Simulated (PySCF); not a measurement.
Input of a PySCF 2.14.0 run:

run.py

```python
import json
import numpy as np
from pyscf.pbc import gto, scf, dft, df

cell = gto.Cell()
cell.basis = 'pob-tzvp-rev2'
cell.fromfile('POSCAR', format='poscar')
cell.exp_to_discard = 0.1
cell.precision = 1e-08
cell.max_memory = 5040  # MB
cell.verbose = 4
cell.build()

res = {}
kpts = cell.make_kpts([3, 3, 3])
mf = dft.KRKS(cell, kpts, xc='pbe')
mf = mf.density_fit()
mf.with_df._cderi = 'cderi.h5'  # three-centre integrals saved by an earlier run on this cell, basis and mesh
mf.conv_tol = 1e-08
mf.max_cycle = 60

mf.kernel()
res.update(converged=bool(mf.converged), e_tot=mf.e_tot, nelec=cell.nelectron, nao=cell.nao, mesh=list(map(int, cell.mesh)), a=cell.lattice_vectors().tolist(), coords=cell.atom_coords().tolist(),
           mo_energy=[np.real(x).tolist() for x in mf.mo_energy], mo_occ=[np.real(x).tolist() for x in mf.mo_occ])
import h5py
print('fit functions by k pair:', sorted({v['0'].shape[0] for v in h5py.File(mf.with_df._cderi)['j3c'].values()}))
res.update(kpts=cell.get_scaled_kpts(kpts).tolist())
res['parts'] = {k: float(np.real(v)) for k, v in mf.scf_summary.items() if np.isscalar(v)}
json.dump(res, open('results.json', 'w'))
if not mf.converged:
    raise SystemExit('SCF not converged')

print('levels (eV)')
for i, kp in enumerate(res['kpts'][:40]):
    print('k %7.4f %7.4f %7.4f  ' % tuple(kp), ' '.join('%.3f' % (x * 27.211386) for x in res['mo_energy'][i][:19]))

# Mulliken populations
dm, s = np.asarray(mf.make_rdm1()), np.asarray(mf.get_ovlp())
sites = cell.aoslice_by_atom()[:, 2:]
tot = np.einsum('kij,kji->i', dm, s).real / len(kpts)
res['mulliken'] = [cell.atom_charge(i) - tot[a0:a1].sum() for i, (a0, a1) in enumerate(sites)]
print('Mulliken charges', np.round(res['mulliken'], 5))

from pyscf.pbc.gw.krpa import KRPA
rpa = KRPA(mf, frozen=6)
rpa.kernel()
res.update(e_corr=rpa.e_corr, e_hf=rpa.e_hf, e_rpa=rpa.e_tot)
rpa.fc = True  # again, with the correction for q -> 0
rpa.kernel()
res['e_corr_fc'] = rpa.e_corr
res['done'] = True
json.dump(res, open('results.json', 'w'))
```

Contents of POSCAR:

```
MgS
1.0
    0.0000000000      2.6016500000      2.6016500000
    2.6016500000      0.0000000000      2.6016500000
    2.6016500000      2.6016500000      0.0000000000
S Mg
1 1
Direct
    0.5000000000      0.5000000000      0.5000000000
    0.0000000000      0.0000000000      0.0000000000
```

Potentials or basis: pob-tzvp-rev2 (all-electron).

Launch:

```console
$ OMP_NUM_THREADS=4 python -u run.py > log
```

Task: Estimate the Mulliken charges.

Result: S -1.14; Mg +1.14 e.

Task: Predict the RPA correlation energy.

Result: -3.206 eV/atom.

Task: Estimate the band gap on the k mesh, mean-field level.

Result: 4.10 eV, direct.

Caveat: the k mesh is coarse (spacing up to 0.70 Å⁻¹), so the values aren't converged; mesh and basis are far too small for converged many-body values: gaps can be off by tenths of an eV to over 1 eV, and much correlation energy is missing; the default atom-centred grid shifts energies of crystals by up to some 10 meV an atom and pressures by some 0.5 GPa; total energy, band gap and charges are those of the mean-field reference; the basis of atomic orbitals isn't converged, which shifts pressures, moduli and gaps.
